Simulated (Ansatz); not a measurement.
# PbO2 (Fm-3m) in Ansatz: further runs

One crystal, PbO2, is run at these levels: m-r2SCAN+D3(BJ), LDA, BPBE; tasks: single point.

All numbers are computed with Ansatz 0.2.0; they aren't measurements. Logs are shortened: lines on timing, memory, paths and dates and some standing lists are left out, and cuts for length are marked.

## (1) Starting point

Symmetry: Fm-3m, No. 225, cubic system. Conventional cell: a = 5.404 Å, b = 5.404 Å, c = 5.404 Å, α = 90.00°, β = 90.00°, γ = 90.00°. Pb (site symmetry m-3m) has 8 O at 2.34 Å as nearest neighbours. O (site symmetry -43m) is surrounded by 4 Pb at 2.34 Å.

The cell comes from a database or a generator and needn't be the stable form of this composition.

## (2) Single point, m-r2SCAN+D3(BJ)

Contents of input.yaml:

```yaml
crystal:
  lattice:
    - [0.0, 2.701992, 2.701992]
    - [2.701992, 0.0, 2.701992]
    - [2.701992, 2.701992, 0.0]
  atoms:
    - { symbol: Pb, position_ang: [0.0, 0.0, 0.0] }
    - { symbol: O, position_ang: [4.052988, 4.052988, 4.052988] }
    - { symbol: O, position_ang: [1.350996, 1.350996, 1.350996] }
hamiltonian:
  xc: mr2scan
  pseudopotentials: { kind: paw, xc_functional: lda, accuracy: standard }
  dispersion: d3bj
kpoints:
  mp_grid: { grid: [9, 9, 9] }
scf:
  occupations: { method: fermi_dirac, width: 0.1 }
output:
  forces: true
  stress: true
  eigenvalues: true
```

Potentials or basis: JTH PAW LDA.

Started as:

```bash
ansatz run input.yaml --threads 2 --pin off --max-ram 5120MiB --backend cpu --events-out ev --progress --plain --runs-dir out
```

What it wrote:

```text
Warning: the checks of this Pb dataset prove no rule for summing its radial tables, as where they were carried onto another mesh than they were made on, and Gregory's rule is taken, under which a leading mesh point left out moves its sums only by what lay on the interval it spanned. That does not make them correct, and they differ from Quantum ESPRESSO's on this file; a re-export a fraction of a mesh step off can move them. hamiltonian.pseudopotentials.radial_quadrature: simpson_from_first_knot sums it by `pw.x`'s rule; on a PAW file no value gives `pw.x`'s numbers. What more to know: hamiltonian.pseudopotentials.radial_quadrature, in the input reference
Warning: the checks of this O dataset prove no rule for summing its radial tables, as where they were carried onto another mesh than they were made on, and Gregory's rule is taken, under which a leading mesh point left out moves its sums only by what lay on the interval it spanned. That does not make them correct, and they differ from Quantum ESPRESSO's on this file; a re-export a fraction of a mesh step off can move them. hamiltonian.pseudopotentials.radial_quadrature: simpson_from_first_knot sums it by `pw.x`'s rule; on a PAW file no value gives `pw.x`'s numbers. What more to know: hamiltonian.pseudopotentials.radial_quadrature, in the input reference
Warning: the engine holds no damping parameters fitted to this dispersion correction and functional, so the run takes those fitted to r2scan beside the three-body term, which d3bj leaves out (hamiltonian.dispersion, under Limitations)
Warning: RAYON_NUM_THREADS=2 ignored (pool sized by the plan → 2); use --threads N
Engine: ansatz 0.2.0, aarch64-unknown-linux-gnu
Pseudopotentials: kind: paw
Pseudopotential: Pb, paw, valence charge 14, recommended cutoff 1800 eV (normal), Pb.paw.azcp
Pseudopotential: O, paw, valence charge 6, recommended cutoff 1380 eV (normal), O.paw.azcp
Functional definition: m-r2SCAN
  exchange = m_r2scan_x
  correlation = m_r2scan_c
Crystal: 3 atoms, lattice volume = 39.453 Å³
Basis set: ecut = 1800 eV, 6855 PW (Γ), exchange–correlation on 216×216×216 points (64 copies of the dense FFT grid, shifted against one another)
Bands: 17, of which v1, the nominal top of the filled ones, is band 13 counted from 1 (12 counted from 0)
Symmetry: 48 space group operations
Space group: Fm-3m (ITA 225), of the structure as read, at distance tolerance 3.4e-5 Å
k-points: 35 of 729
Non-local potential: Pb, projectors of the file, l = 0: 2, l = 1: 2, l = 2: 2
Non-local potential: O, projectors of the file, l = 0: 2, l = 1: 2
PAW form: soft (Blöchl's): semilocal exchange-correlation on the pseudo side does not see the compensation charge
PAW frozen core: Pb, regenerated for the run's functional (the file was generated under x = slater, c = lda)
PAW frozen core: O, regenerated for the run's functional (the file was generated under x = slater, c = lda)
PAW one-centre angular grid: Pb, 590 points (default); XC on 160 Gauss nodes
PAW one-centre angular grid: O, 302 points (default); XC on 160 Gauss nodes
Initial density: superposition of atomic densities (chi_scale 0.1, normalization cell, long waves kept (reshape's long-wave potential 0.00 eV rms))
Initial wavefunctions: pseudopotential atomic-orbital guess
Functional: x = mr2scan, c = mr2scan; τ floored in thin density (d = 2e-4 eV/Å³)
SCF iter   1: F=—  HF=-12990.183103 eV  |F-HF|=—  |Δ(HF+E_count)|=         —  Δρ=8.23e-2  dr2=2.55e0  dr2_τ=4.51e-1  ethr=3.10e-3  ⟨swp⟩=9.3  Hψ=4551  notcnv=0
preconditioner: auto → none  [insulator: Δε(μ)=0.780 eV  Ē_g=17.961 eV  σ=0.100 eV  W_gap=0.51  n_scr=14 (ndim 8)  ℏωp=30.1 eV  f_vac=0.006  D(μ)=0.32/eV (n_scr^D=0)  ε∞_Penn≈3.8]
SCF iter   2: F=—  HF=-12989.778583 eV  |F-HF|=—  |Δ(HF+E_count)|=   4.05e-1  Δρ=5.01e-2  dr2=4.97e-1  dr2_τ=2.77e-1  ethr=3.10e-3  ⟨swp⟩=2.9  Hψ=1596  notcnv=0
SCF iter   3: F=—  HF=-12989.691298 eV  |F-HF|=—  |Δ(HF+E_count)|=   8.73e-2  Δρ=1.55e-2  dr2=7.21e-2  dr2_τ=9.86e-3  ethr=1.91e-3  ⟨swp⟩=3.4  Hψ=1389  notcnv=0
SCF iter   4: F=—  HF=-12989.686483 eV  |F-HF|=—  |Δ(HF+E_count)|=   4.81e-3  Δρ=5.44e-3  dr2=6.76e-3  dr2_τ=4.20e-4  ethr=2.77e-4  ⟨swp⟩=2.5  Hψ=882  notcnv=0
SCF iter   5: F=—  HF=-12989.686240 eV  |F-HF|=—  |Δ(HF+E_count)|=   2.43e-4  Δρ=6.63e-4  dr2=1.12e-4  dr2_τ=7.01e-6  ethr=2.60e-5  ⟨swp⟩=2.4  Hψ=1070  notcnv=0
SCF iter   6: F=—  HF=-12989.686267 eV  |F-HF|=—  |Δ(HF+E_count)|=   2.73e-5  Δρ=1.23e-4  dr2=2.54e-6  dr2_τ=4.14e-7  ethr=4.30e-7  ⟨swp⟩=2.5  Hψ=1083  notcnv=0
SCF iter   7: F=—  HF=-12989.686253 eV  |F-HF|=—  |Δ(HF+E_count)|=   1.47e-5  Δρ=7.40e-6  dr2=1.43e-8  dr2_τ=3.05e-9  ethr=3.85e-10  ⟨swp⟩=8.5  Hψ=4093  notcnv=0
SCF iter   8: F=-12989.686253 eV  HF=-12989.686253 eV  |F-HF|=1.00e-10  |Δ(HF+E_count)|=   3.33e-9  Δρ=1.40e-6  dr2=4.18e-10  dr2_τ=1.12e-10  ethr=5.49e-11  ⟨swp⟩=3.0  Hψ=2196  notcnv=0
SCF 1 converged in 8 iterations: F = -12989.686253 eV  dr2 = 4.18e-10
SCF converged after 8 iterations
Free energy (F): -12989.686253 eV
Harris-Foulkes:  -12989.686253 eV  (|F-HF|=1.00e-10)
Internal energy: -12989.670254 eV  (E = F + TS)
E sigma→0 (E₀):  -12989.678254 eV
Entropy (-TS):   -0.015998 eV (-5.333 meV/atom)
Fermi energy:    9.031553 eV
--- Per-component energies (eV) ---
  E_band       = -34.049909
  E_kinetic    = 543.468411
  E_local      = -2089.274101  (includes V_loc(G=0)·N_el)
  E_nonlocal   = 1136.388313
  E_hartree    = 645.906509
  E_xc         = -223.173314
  E_vxc        = -310.241191  (∫ρ·V_xc dr)
  E_paw        = -10902.860376  (= ΣΔE_a)
  E_vpaw       = -626.804997  (= ΣTr[D̂ρ^β])
  E_aug_tail   = -0.000031  (compensation charges beyond the density's cutoff)
  E_vtau       = 20.600028  (kinetic-family band-sum trace: ∫τ·v_τ [+ j·A + Jᵃ·Aᵃ] dr)
  E_ewald      = -2100.604185
  E_disp       = -0.324918  (pairwise vdW)
  E_core_change = 0.803437  (= ΣΔE_core)
  E_smearing   = -0.015998  (= −TS)
  E_closure    = 0.000000  (closes the sum)
  Σ components = -12989.686253   (vs F -12989.686253, Δ=0.00e0)
--- Forces (eV/Å), atoms counted from 1 ---
  atom   1  Pb    -0.00000000     0.00000000    -0.00000000
  atom   2  O      0.00000000    -0.00000000     0.00000000
  atom   3  O      0.00000000     0.00000000    -0.00000000
  max |Σ_I F_I| component: 4.63e-17 eV/Å
--- Stress (GPa, compression-positive) ---
       -7.594340       0.000000       0.000000
       -0.000000      -7.594340       0.000000
       -0.000000       0.000000      -7.594340
  P = ⅓ Tr σ = -7.5943 GPa (-75.943 kbar)
--- Band table (eV; the first three rows and the last of 35) ---
  k-point 0: bands = ["-10.5506", "-7.8252", "-7.2936", "-7.2936", "-7.2936", "-7.0605", "-7.0605", "6.4162", "6.9120", "6.9120", "6.9120", "7.6728", "7.6728", "7.6728", "16.5383", "16.5383", "16.5383"]
  k-point 1: bands = ["-10.4541", "-8.2407", "-7.2791", "-7.2791", "-7.0614", "-7.0614", "-6.8636", "5.3449", "6.7139", "6.8069", "6.8069", "7.6550", "7.6550", "8.7892", "16.2130", "16.8013", "16.8013"]
  k-point 2: bands = ["-10.2070", "-8.7175", "-7.2482", "-7.2482", "-7.0573", "-7.0573", "-6.3582", "3.9830", "6.3325", "6.5584", "6.5584", "7.6015", "7.6015", "10.1389", "15.9634", "17.5048", "17.5048"]
  k-point 34: bands = ["-9.5125", "-9.4704", "-7.1312", "-7.0539", "-7.0414", "-6.4082", "-6.0910", "0.9170", "4.1663", "5.9854", "6.6433", "8.4603", "8.8630", "11.4254", "17.5071", "18.5784", "18.8322"]
```

Wall time 13 s (2 threads of Arm Neoverse V1, shared host); peak memory 1.2 GiB.

What came out:

* Free energy: -12989.6863 eV
* Pressure: -7.6 GPa
* Band gap on the k mesh: none (metal or under the smearing width)

Caveat: pairwise dispersion overbinds metals, which lowers pressure and volume; the dispersion damping was fitted for another functional or another form of the correction. Spin-orbit coupling is left out, which matters for the levels of Pb.

## (3) Single point, LDA, non-collinear spin, random start, spin-orbit coupling (volume scaled by 0.8)

Contents of input.yaml:

```yaml
crystal:
  lattice:
    - [0.0, 2.5083071791, 2.5083071791]
    - [2.5083071791, 0.0, 2.5083071791]
    - [2.5083071791, 2.5083071791, 0.0]
  atoms:
    - { symbol: Pb, position: [0.0, 0.0, 0.0], spin: 0.47, spin_axis: [0.084, -0.413, -0.208] }
    - { symbol: O, position: [0.75, 0.75, 0.75] }
    - { symbol: O, position: [0.25, 0.25, 0.25] }
hamiltonian:
  xc: lda
  pseudopotentials: { kind: paw_fr }
magnetization:
  noncollinear: true
  spin_orbit: true
kpoints:
  mp_grid: { grid: [9, 9, 9] }
scf:
  occupations: { method: tetrahedron_uncorrected }
  mixing: { algorithm: msr1, beta: 0.5, ndim: 4 }
output:
  forces: true
  stress: true
  eigenvalues: true
  write_density: true
  write_potential: true
  elf: true
  volumetric_format: npy
```

Potentials or basis: Ansatz PAW.

Started as:

```bash
ansatz run input.yaml --threads 2 --pin off --max-ram 5120MiB --backend cpu --events-out ev --progress --plain --runs-dir out
```

Wall time 92 s (2 threads of Arm Neoverse V1, shared host); peak memory 0.91 GiB.

Results (log left out):

* Free energy: -12746.3208 eV
* Pressure: 36.4 GPa
* Band gap on the k mesh: none (metal or under the smearing width)
* Net moment: 0.00 μB per cell
* Absolute moment: 0.00 μB per cell

Levels at points of the mesh, in eV from the Fermi level:
```csv
k point,band 23,band 24,band 25,band 26,band 27,band 28,band 29,band 30
"(0.00, 0.00, 0.00)",-1.63,-1.63,-1.63,-1.63,-0.74,-0.74,5.57,5.57
```

Moments on the atoms (μB; x, y, z):
```
Pb  0.00 0.00 0.00
O   0.00 0.00 0.00
O   0.00 0.00 0.00
```

Caveat: the pressure holds a Pulay correction of +1.0 GPa for the finite cutoff; the PAW data sets come from PBE, with cores solved anew for the run's functional, which leaves a small shift of forces and pressure; the starting moments weren't kept; the thresholds are loose for stress.

## (4) Single point, BPBE, spin-orbit coupling, no magnetisation (cell strained at random at fixed volume)

Contents of input.yaml:

```yaml
crystal:
  lattice:
    - [-0.025807, 2.661947, 2.701495]
    - [2.728709, 0.014616, 2.661072]
    - [2.767015, 2.65983, -0.02369]
  atoms:
    - { symbol: Pb, position: [0.0, 0.0, 0.0] }
    - { symbol: O, position: [0.75, 0.75, 0.75] }
    - { symbol: O, position: [0.25, 0.25, 0.25] }
hamiltonian:
  xc: { exchange: b88, correlation: pbe }
  pseudopotentials: { kind: paw_fr }
magnetization:
  noncollinear: true
  spin_orbit: true
kpoints:
  mp_grid: { grid: [4, 4, 4] }
scf:
  occupations: { method: tetrahedron_uncorrected }
output:
  forces: true
  stress: true
  eigenvalues: true
basis:
  xc_grid: 2
```

Started as:

```bash
ansatz run input.yaml --threads 2 --pin off --max-ram 5120MiB --backend cpu --events-out ev --progress --plain --runs-dir out
```

It took 4.8 s on 2 threads of Arm Neoverse V1, shared host; peak memory 0.44 GiB.

The run converged, but some of its settings lie outside the range that counts as converged (typed here: basis.xc_grid = 2; kpoints.mp_grid.grid = 4 × 4 × 4; scf.occupations.width = left out; scf.occupations.method = tetrahedron_uncorrected), so its numbers aren't taken as properties of the crystal.

Results:

```yaml
Free_energy: -13123.1753 eV
Pressure: -0.3 GPa
Largest_force: 0.046 eV/Å
Band_gap_on_the_k_mesh: none (metal or under the smearing width)
```

Caveat: the k mesh is coarse (spacing up to 0.51 Å⁻¹), so the values aren't converged; the pressure holds a Pulay correction of +0.6 GPa for the finite cutoff; the PAW data sets come from PBE, with cores solved anew for the run's functional, which leaves a small shift of forces and pressure.
